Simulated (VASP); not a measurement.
# CdS (P6_3mc) in VASP: further runs

The runs below take CdS through relaxation of cell and atoms, with PBE, LDA.

Program: VASP 6.6.1. These are calculated values, not measurements. Logs are shortened: lines on timing, memory, paths and dates and some standing lists are left out, and cuts for length are marked.

**1. The crystal as given**

The structure is hexagonal, space group P6_3mc (No. 186). The conventional cell has a = 4.150 Å, b = 4.150 Å, c = 6.737 Å, α = 90.00°, β = 90.00°, γ = 120.00°. Around Cd (site symmetry 3m) lie 4 S at 2.53 to 2.54 Å. Around S (site symmetry 3m) lie 4 Cd at 2.53 to 2.54 Å.

**2. Relaxation of cell and atoms, PBE**

File INCAR:

```
PREC = Accurate
ENCUT = 600
EDIFF = 1E-6
ISMEAR = 0
SIGMA = 0.03
LREAL = False
LASPH = True
NELM = 80
ALGO = Normal
ISIF = 3
LWAVE = False
LCHARG = False
GGA = PE
IBRION = 2
NSW = 90
EDIFFG = -0.01
```

File KPOINTS:

```
regular mesh
0
Gamma
  9 9 4
```

File POSCAR:

```
CdS
1.0
    4.1500000000      0.0000000000      0.0000000000
   -2.0750000000      3.5940054300      0.0000000000
    0.0000000000      0.0000000000      6.7370000000
Cd S
2 2
Direct
    0.3333333300      0.6666666700      0.0000000000
    0.6666666700      0.3333333300      0.5000000000
    0.3333333300      0.6666666700      0.3750000000
    0.6666666700      0.3333333300      0.8750000000
```

Potentials or basis: VASP PAW PBE potentials, release 64 (Cd, S).

Launch:

```console
cat potpaw_PBE.64/Cd/POTCAR potpaw_PBE.64/S/POTCAR > POTCAR
mpirun -np 1 vasp_std > vasp.out
```

OUTCAR:

```text
PREC = Accurate
   ENCUT = 600
   EDIFF = 1E-6
   ISMEAR = 0
   LREAL = False
   LASPH = True
   NELM = 80
   ISIF = 3
   GGA = PE
   IBRION = 2
   NSW = 90
   EDIFFG = -0.01

 ion  position               nearest neighbor table
   1  0.333  0.667  0.000-   3 2.53   4 2.54   4 2.54   4 2.54
   2  0.667  0.333  0.500-   4 2.53   3 2.54   3 2.54   3 2.54
   3  0.333  0.667  0.375-   1 2.53   2 2.54   2 2.54   2 2.54
   4  0.667  0.333  0.875-   2 2.53   1 2.54   1 2.54   1 2.54

  LATTYP: Found a hexagonal cell.
 ALAT       =     4.1500000000
 C/A-ratio  =     1.6233734940

  Lattice vectors:

 A1 = (   4.1500000000,   0.0000000000,   0.0000000000)
 A2 = (  -2.0750000000,   3.5940054300,   0.0000000000)
 A3 = (   0.0000000000,   0.0000000000,   6.7370000000)

Analysis of symmetry for initial positions (statically):
=====================================================================
 Subroutine PRICEL returns:
 Original cell was already a primitive cell.

 Routine SETGRP: Setting up the symmetry group for a
 hexagonal supercell.

 Subroutine GETGRP returns: Found 12 space group operations
 (whereof  6 operations were pure point group operations)
 out of a pool of 24 trial point group operations.

The static configuration has the point symmetry C_3v.
 The point group associated with its full space group is C_6v.

Analysis of symmetry for dynamics (positions and initial velocities):
=====================================================================
 Subroutine PRICEL returns:
 Original cell was already a primitive cell.

 Routine SETGRP: Setting up the symmetry group for a
 hexagonal supercell.

 Subroutine GETGRP returns: Found 12 space group operations
 (whereof  6 operations were pure point group operations)
 out of a pool of 24 trial point group operations.

The dynamic configuration has the point symmetry C_3v.
 The point group associated with its full space group is C_6v.

 Subroutine INISYM returns: Found 12 space group operations
 (whereof  6 operations are pure point group operations),
 and found     1 'primitive' translations

----------------------------------------------------------------------------------------

                                     Primitive cell

  volume of cell :     100.4832

  direct lattice vectors                    reciprocal lattice vectors
     4.150000000  0.000000000  0.000000000     0.240963855  0.139120547  0.000000000
    -2.075000000  3.594005430  0.000000000     0.000000000  0.278241093  0.000000000
     0.000000000  0.000000000  6.737000000     0.000000000  0.000000000  0.148434021

  length of vectors
     4.150000000  4.150000004  6.737000000     0.278241094  0.278241093  0.148434021

  position of ions in fractional coordinates (direct lattice)
     0.333333330  0.666666670  0.000000000
     0.666666670  0.333333330  0.500000000
     0.333333330  0.666666670  0.375000000
     0.666666670  0.333333330  0.875000000

  ion indices of the primitive-cell ions
   primitive index   ion index
                 1           1
                 2           2
                 3           3
                 4           4

----------------------------------------------------------------------------------------

 KPOINTS: regular mesh

Automatic generation of k-mesh.
 Grid dimensions read from file:
 generate k-points for:    9    9    4

 Generating k-lattice:

  Cartesian coordinates                     Fractional coordinates (reciprocal lattice)
     0.026773762  0.015457839  0.000000000     0.111111111 -0.000000000  0.000000000
     0.000000000  0.030915677  0.000000000     0.000000000  0.111111111  0.000000000
     0.000000000  0.000000000  0.037108505     0.000000000  0.000000000  0.250000000

  Length of vectors
     0.030915677  0.030915677  0.037108505

  Shift w.r.t. Gamma in fractional coordinates (k-lattice)
     0.000000000  0.000000000  0.000000000

 Subroutine IBZKPT returns following result:
 ===========================================

 Found     36 irreducible k-points:

 Following reciprocal coordinates:
            Coordinates               Weight
  0.000000  0.000000  0.000000      1.000000
  0.111111  0.000000  0.000000      6.000000
  0.222222  0.000000  0.000000      6.000000
  0.333333  0.000000  0.000000      6.000000
  0.444444  0.000000  0.000000      6.000000
  0.111111  0.111111  0.000000      6.000000
[... 16 lines left out ...]
  0.333333  0.222222  0.250000     24.000000
  0.333333  0.333333  0.250000      4.000000
 [... further k-points ...]
   k-points           NKPTS =     36   k-points in BZ     NKDIM =     36   number of bands    NBANDS=     22
   number of dos      NEDOS =    301   number of ions     NIONS =      4
   total plane-waves  NPLWV =  69984
   dimension x,y,z NGX =    36 NGY =   36 NGZ =   54
   dimension x,y,z NGXF=    72 NGYF=   72 NGZF=  108
   ions per type =               2   2
   NGX,Y,Z   is equivalent  to a cutoff of  14.42, 14.42, 13.33 a.u.
   NGXF,Y,Z  is equivalent  to a cutoff of  28.84, 28.84, 26.65 a.u.
 SYSTEM =  unknown system
   PREC   = accura    normal or accurate (medium, high low for compatibility)
   ISTART =      0    job   : 0-new  1-cont  2-samecut
   ICHARG =      2    charge: 1-file 2-atom 10-const
   ISPIN  =      1    spin polarized calculation?
   LNONCOLLINEAR =      F non collinear calculations
   LSORBIT =      F    spin-orbit coupling
   LASPH  =      T    aspherical Exc in radial PAW
   ENCUT  =  600.0 eV  44.10 Ry    6.64 a.u.   8.29  8.29 13.46*2*pi/ulx,y,z
   NELM   =     80;   NELMIN=  2; NELMDL= -5     # of ELM steps
   EDIFF  = 0.1E-05   stopping-criterion for ELM
   LREAL  =      F    real-space projection
   EDIFFG = -.1E-01   stopping-criterion for IOM
   NSW    =     90    number of steps for IOM
   IBRION =      2    ionic relax: 0-MD 1-quasi-New 2-CG
   NFREE  =      1    steps in history (QN), initial steepest desc. (CG)
   ISIF   =      3    stress and relaxation
   ISYM   =      2    0-nonsym 1-usesym 2-fastsym
   POTIM  = 0.5000    time-step for ionic-motion
   TEBEG  =    0.0;   TEEND  =   0.0 temperature during run
   PSTRESS=    0.0 pullay stress
   NELECT =      36.0000    total number of electrons
   NUPDOWN=      -1.0000    fix difference up-down
   EMIN   =  10.00;   EMAX   =-10.00  energy-range for DOS
   EFERMI =   0.00;   METHOD = LEGACY
   ISMEAR =     0;   SIGMA  =   0.03  broadening in eV -4-tet -1-fermi 0-gaus
   EFERMI_NEDOS =   21; number of points for ismear=-14 and -15
   IALGO  =     38    algorithm
   IMIX   =      4    mixing-type and parameters
     AMIX     =   0.40;   BMIX     =  1.00
     AMIX_MAG =   1.60;   BMIX_MAG =  1.00
  volume/ion in A,a.u.               =      25.12       169.52
  Fermi-wavevector in a.u.,A,eV,Ry     =   1.162727  2.197236 18.394190  1.351935
  Thomas-Fermi vector in A             =   2.299285
   LORBIT       =      0    0 simple, 1 ext, 2 COOP (PROOUT), +10 PAW based schemes
   GGA     = PE    functional components
   LHFCALC =     F    Hartree Fock is set to
   AEXX    =    0.0000 exact exchange contribution
   IVDW    =     0    specifies the selected vdW correction
   LEPSILON=     F    determine dielectric tensor
   LRPA    =     F    only Hartree local field effects (RPA)
 conjugate gradient relaxation of ions
 non-spin polarized calculation
 Gauss-broadening in eV      SIGMA  =   0.03
  energy-cutoff  :      600.00
  volume of cell :      100.48
 maximum number of plane-waves:      3378
 NGX is ok and might be reduce to    36
   NGX = 17   NGY = 17   NGZ = 27

--------------------------------------- Ionic step        1  -------------------------------------------

 number of electron      36.0000008 magnetization

 Free energy of the ion-electron system (eV)
  ---------------------------------------------------
  ext. energy  EPLUGINS =         0.00000000
  ---------------------------------------------------
  free energy    TOTEN  =       -12.26760577 eV

  energy without entropy =      -12.26760577  energy(sigma->0) =      -12.26760577

------------------------ aborting loop because EDIFF is reached ----------------------------------------

  FORCE on cell =-STRESS in cart. coord.  units (eV):
  Direction    XX          YY          ZZ          XY          YZ          ZX
  --------------------------------------------------------------------------------------
  -------------------------------------------------------------------------------------
  Total        1.3536807      1.3536807      1.7698816      0.0000000      0.0000000      0.0000000
  in kB       21.5840748     21.5840749     28.2202874      0.0000000      0.0000000      0.0000000
  external PRESSURE =      23.7961457 kB  Pullay stress =       0.0000000 kB
[... 137 lines left out ...]
  energy  without entropy=      -12.2983348092  energy(sigma->0) =      -12.29833481

--------------------------------------- Ionic step        5  -------------------------------------------

 number of electron      36.0000003 magnetization

 Free energy of the ion-electron system (eV)
  ---------------------------------------------------
  ext. energy  EPLUGINS =         0.00000000
  ---------------------------------------------------
  free energy    TOTEN  =       -12.29836694 eV

  energy without entropy =      -12.29836694  energy(sigma->0) =      -12.29836694

 E-fermi :   1.0669     XC(G=0):  -8.9013

 val. band max:        0.8819214124   @ k =   0.0000   0.0000   0.0000
 cond. band min:       1.9826779285   @ k =   0.0000   0.0000   0.0000
 fundamental gap:      1.1007565161
 Fermi energy:         1.0668695231

 k-point     1 :       0.0000    0.0000    0.0000
  band No.  band energies     occupation
      1     -11.1863      2.00000
      2     -10.8027      2.00000
      3      -6.6589      2.00000
      4      -6.6506      2.00000
      5      -6.6506      2.00000
      6      -6.5768      2.00000
[... 574 lines left out ...]
      6      -6.4062      2.00000
[... 14 lines left out ...]
     21       6.0388      0.00000
     22       7.5602      0.00000

 [... further k-points ...]

------------------------ aborting loop because EDIFF is reached ----------------------------------------

  FORCE on cell =-STRESS in cart. coord.  units (eV):
  Direction    XX          YY          ZZ          XY          YZ          ZX
  --------------------------------------------------------------------------------------
  -------------------------------------------------------------------------------------
  Total        0.0352254      0.0352254      0.0236563      0.0000000      0.0000000     -0.0000000
  in kB        0.5397694      0.5397695      0.3624921      0.0000000      0.0000000     -0.0000000
  external PRESSURE =       0.4806770 kB  Pullay stress =       0.0000000 kB
[... 19 lines left out ...]
  FREE ENERGIE OF THE ION-ELECTRON SYSTEM (eV)
  ---------------------------------------------------
  free  energy   TOTEN  =       -12.2983669373 eV

  energy  without entropy=      -12.2983669373  energy(sigma->0) =      -12.29836694

 reached required accuracy - stopping structural energy minimisation
```

Run time: 2.4 min. Hardware: 1 thread of AMD EPYC 9R45 (Zen 5), shared host; peak memory 0.28 GiB.

Results:

- Free energy: -12.2984 eV
- Relaxed volume: 26.14 Å³/atom
- Relaxed cell: a = 4.200 Å, b = 4.200 Å, c = 6.845 Å, α = 90.00°, β = 90.00°, γ = 120.00°
- Space group after relaxing (to 0.05 Å): P6_3mc (No. 186)
- Energy gained by relaxing: 7.7 meV/atom
- Ionic steps: 5
- Pressure after relaxing: 0.0 GPa
- Largest force after relaxing: 0.008 eV/Å
- Band gap on the k mesh: 1.10 eV, direct

Forces in eV/Å, atoms in the order of the input:
```
Cd   0.000  0.000 -0.008
Cd   0.000  0.000 -0.008
S    0.000  0.000  0.008
S    0.000  0.000  0.008
```

The path:
```csv
step,energy change (eV),largest force (eV/Å),pressure (GPa),volume (Å³)
1,0.0000,0.0696,2.38,100.48
2,-0.0279,0.0022,-0.67,106.01
3,-0.0307,0.0149,-0.01,104.66
4,-0.0307,0.0159,0.00,104.57
5,-0.0308,0.0076,0.05,104.56
```

Final structure:
```yaml
crystal:
  lattice:
    - [4.19976, 0.00000, 0.00000]
    - [-2.09988, 3.63709, 0.00000]
    - [0.00000, 0.00000, 6.84510]
  atoms:
    - { symbol: Cd, position: [0.33333, 0.66667, 0.99952] }
    - { symbol: Cd, position: [0.66667, 0.33333, 0.49952] }
    - { symbol: S, position: [0.33333, 0.66667, 0.37548] }
    - { symbol: S, position: [0.66667, 0.33333, 0.87548] }
```

Levels at points of the mesh, in eV from the valence-band top:
```csv
k point,band 15,band 16,band 17,band 18,band 19,band 20,band 21,band 22
"(0.00, 0.00, 0.00)",-0.69,-0.04,0.00,0.00,1.10,2.74,6.49,6.49
"(0.00, 0.00, 0.50)",-0.36,-0.36,-0.36,-0.36,2.75,2.75,6.13,6.13
```

A hybrid or GW would open this gap; PBE tends to underestimate it. PBE usually gives volumes a little too large and moduli too small.

**3. Relaxation of cell and atoms, PBE**

This run uses another cell than the first one, of 26.14 Å³/atom, 1.041 times its volume.

INCAR, as its differences from that of step 2:

```diff
@@ -2,3 +2,3 @@
 ENCUT = 600
-EDIFF = 1E-6
+EDIFF = 1E-7
 ISMEAR = 0
@@ -15,2 +15,2 @@
 NSW = 90
-EDIFFG = -0.01
+EDIFFG = -0.005
```

KPOINTS is that of step 2.

File POSCAR:

```
CdS                                     
1.0
    4.1997550308      0.0000000000      0.0000000000
   -2.0998775154      3.6370945508     -0.0000000000
    0.0000000000      0.0000000000      6.8450973318
  Cd              S             
     2     2
Direct
     0.3333333300000021    0.6666666699999979    0.9995208998424593
     0.6666666699999979    0.3333333300000021    0.4995208998424593
     0.3333333300000021    0.6666666699999979    0.3754791001575407
     0.6666666699999979    0.3333333300000021    0.8754791001575407
```

Potentials or basis: VASP PAW PBE potentials, release 64 (Cd, S).

Launch:

```console
cat potpaw_PBE.64/Cd/POTCAR potpaw_PBE.64/S/POTCAR > POTCAR
mpirun -np 1 vasp_std > vasp.out
```

It took 1.9 min on 1 thread of AMD EPYC 9R45 (Zen 5), shared host; peak memory 0.28 GiB.

It converged, with:

```yaml
Free_energy: -12.2998 eV
Relaxed_volume: 26.17 Å³/atom
Relaxed_cell: a = 4.202 Å, b = 4.202 Å, c = 6.846 Å, α = 90.00°, β = 90.00°, γ = 120.00°
Space_group_after_relaxing_to_0.05_Å: P6_3mc (No. 186)
Energy_gained_by_relaxing: 0.0 meV/atom
Ionic_steps: 4
Pressure_after_relaxing: 0.0 GPa
Largest_force_after_relaxing: 0.005 eV/Å
Band_gap_on_the_k_mesh: 1.10 eV, direct
```

Forces in eV/Å, atoms in the order of the input:
```
Cd   0.000  0.000 -0.005
Cd   0.000  0.000 -0.005
S    0.000  0.000  0.005
S    0.000  0.000  0.005
```

Final structure:
```xyz
4
Lattice="4.2018 0.0000 0.0000 -2.1009 3.6389 0.0000 0.0000 0.0000 6.8459" Properties=species:S:1:pos:R:3 pbc="T T T"
Cd    0.0000    2.4259    6.8419
Cd    2.1009    1.2130    3.4190
S     0.0000    2.4259    2.5711
S     2.1009    1.2130    5.9940
```

Levels at points of the mesh, in eV from the valence-band top:
| k point | band 14 | band 15 | band 16 | band 17 | band 18 | band 19 | band 20 | band 21 | band 22 |
| --- | --- | --- | --- | --- | --- | --- | --- | --- | --- |
| (0.00, 0.00, 0.00) | -0.69 | -0.69 | -0.04 | 0.00 | 0.00 | 1.10 | 2.74 | 6.49 | 6.49 |
| (0.00, 0.00, 0.50) | -2.36 | -0.36 | -0.36 | -0.36 | -0.36 | 2.75 | 2.75 | 6.13 | 6.13 |

As with any semilocal functional, this PBE gap is likely too small.

**4. Relaxation of cell and atoms, LDA**

File INCAR:

```
ALGO = Normal
EDIFF = 1E-6
EDIFFG = -0.01
ENCUT = 600
IBRION = 2
ISIF = 3
ISMEAR = 0
LASPH = True
LCHARG = False
LREAL = False
LWAVE = False
NELM = 80
NSW = 90
PREC = Accurate
SIGMA = 0.03
```

File KPOINTS:

```
k-points
0
Gamma
  9 9 4
```

File POSCAR:

```
CdS
1.0
    4.1500000000      0.0000000000      0.0000000000
   -2.0750000000      3.5940054300      0.0000000000
    0.0000000000      0.0000000000      6.7370000000
Cd S
2 2
Direct
    0.3333333300      0.6666666700      0.0000000000
    0.6666666700      0.3333333300      0.5000000000
    0.3333333300      0.6666666700      0.3750000000
    0.6666666700      0.3333333300      0.8750000000
```

Potentials or basis: VASP PAW LDA potentials, release 64 (Cd, S).

Launch:

```console
cat potpaw_LDA.64/Cd/POTCAR potpaw_LDA.64/S/POTCAR > POTCAR
mpirun -np 1 vasp_std > vasp.out
```

Wall time 2.8 min (1 thread of Intel Xeon Platinum 8488C (Sapphire Rapids), shared host); peak memory 0.27 GiB.

The run converged. Its results:

- Free energy: -14.8204 eV
- Relaxed volume: 24.03 Å³/atom
- Relaxed cell: a = 4.083 Å, b = 4.083 Å, c = 6.657 Å, α = 90.00°, β = 90.00°, γ = 120.00°
- Space group after relaxing (to 0.05 Å): P6_3mc (No. 186)
- Energy gained by relaxing: 9.9 meV/atom
- Ionic steps: 6
- Pressure after relaxing: 0.0 GPa
- Largest force after relaxing: 0.004 eV/Å
- Band gap on the k mesh: 1.04 eV, direct

Forces in eV/Å, atoms in the order of the input:
```
Cd   0.000  0.000 -0.004
Cd   0.000  0.000 -0.004
S    0.000  0.000  0.004
S    0.000  0.000  0.004
```

Step by step:
| step | energy change (eV) | largest force (eV/Å) | pressure (GPa) | volume (Å³) |
| --- | --- | --- | --- | --- |
| 1 | 0.0000 | 0.0637 | -2.70 | 100.48 |
| 2 | -0.0331 | 0.0043 | 1.24 | 94.46 |
| 3 | -0.0393 | 0.0187 | 0.01 | 96.10 |
| 4 | -0.0393 | 0.0175 | 0.08 | 96.01 |
| 5 | -0.0394 | 0.0006 | -0.06 | 96.18 |
| 6 | -0.0394 | 0.0039 | -0.01 | 96.14 |

Final structure:
```yaml
crystal:
  lattice:
    - [4.08345, 0.00000, 0.00000]
    - [-2.04173, 3.53637, 0.00000]
    - [0.00000, 0.00000, 6.65737]
  atoms:
    - { symbol: Cd, position: [0.33333, 0.66667, 0.99957] }
    - { symbol: Cd, position: [0.66667, 0.33333, 0.49957] }
    - { symbol: S, position: [0.33333, 0.66667, 0.37543] }
    - { symbol: S, position: [0.66667, 0.33333, 0.87543] }
```

Levels at points of the mesh, in eV from the valence-band top:
```
           k point  band 15  band 16  band 17  band 18  band 19  band 20  band 21  band 22
(0.00, 0.00, 0.00)    -0.82    -0.06     0.00     0.00     1.04     2.63     6.29     6.29
(0.00, 0.00, 0.50)    -0.43    -0.43    -0.43    -0.43     2.72     2.72     6.01     6.01
```

**5. Relaxation of cell and atoms, LDA**

This run uses another cell than the first one, of 24.03 Å³/atom, 0.957 times its volume.

INCAR, as its differences from that of step 4:

```diff
@@ -1,4 +1,4 @@
 ALGO = Normal
-EDIFF = 1E-6
-EDIFFG = -0.01
+EDIFF = 1E-7
+EDIFFG = -0.005
 ENCUT = 600
```

KPOINTS is that of step 4.

File POSCAR:

```
CdS                                     
1.0
    4.0834517098      0.0000000000      0.0000000000
   -2.0417258549      3.5363729199      0.0000000000
    0.0000000000      0.0000000000      6.6573691771
  Cd              S             
     2     2
Direct
     0.3333333300000021    0.6666666699999979    0.9995748263787864
     0.6666666699999979    0.3333333300000021    0.4995748263787862
     0.3333333300000021    0.6666666699999979    0.3754251736212138
     0.6666666699999979    0.3333333300000021    0.8754251736212136
```

Launch:

```console
cat potpaw_LDA.64/Cd/POTCAR potpaw_LDA.64/S/POTCAR > POTCAR
mpirun -np 1 vasp_std > vasp.out
```

It took 64 s on 1 thread of Intel Xeon Platinum 8488C (Sapphire Rapids), shared host; peak memory 0.25 GiB.

Results (log left out):

| Property | Result |
| --- | --- |
| Free energy | -14.8189 eV |
| Pressure after relaxing | 0.0 GPa |
| Largest force after relaxing | 0.004 eV/Å |
| Band gap on the k mesh | 1.04 eV, direct |

Forces on the atoms (eV/Å):
```
Cd   0.000  0.000 -0.004
Cd   0.000  0.000 -0.004
S    0.000  0.000  0.004
S    0.000  0.000  0.004
```

Final structure:
```
Cd S
1.0
     4.08345    0.00000    0.00000
    -2.04173    3.53637    0.00000
     0.00000    0.00000    6.65737
Cd S
2 2
Direct
  0.33333 0.66667 0.99957
  0.66667 0.33333 0.49957
  0.33333 0.66667 0.37543
  0.66667 0.33333 0.87543
```

Levels at points of the mesh, in eV from the valence-band top:
| k point | band 16 | band 17 | band 18 | band 19 | band 20 | band 21 |
| --- | --- | --- | --- | --- | --- | --- |
| (0.00, 0.00, 0.00) | -0.06 | 0.00 | 0.00 | 1.04 | 2.63 | 6.29 |
| (0.00, 0.00, 0.50) | -0.43 | -0.43 | -0.43 | 2.72 | 2.72 | 6.01 |

Caveat: the relaxation stopped at its first step, so nothing moved.
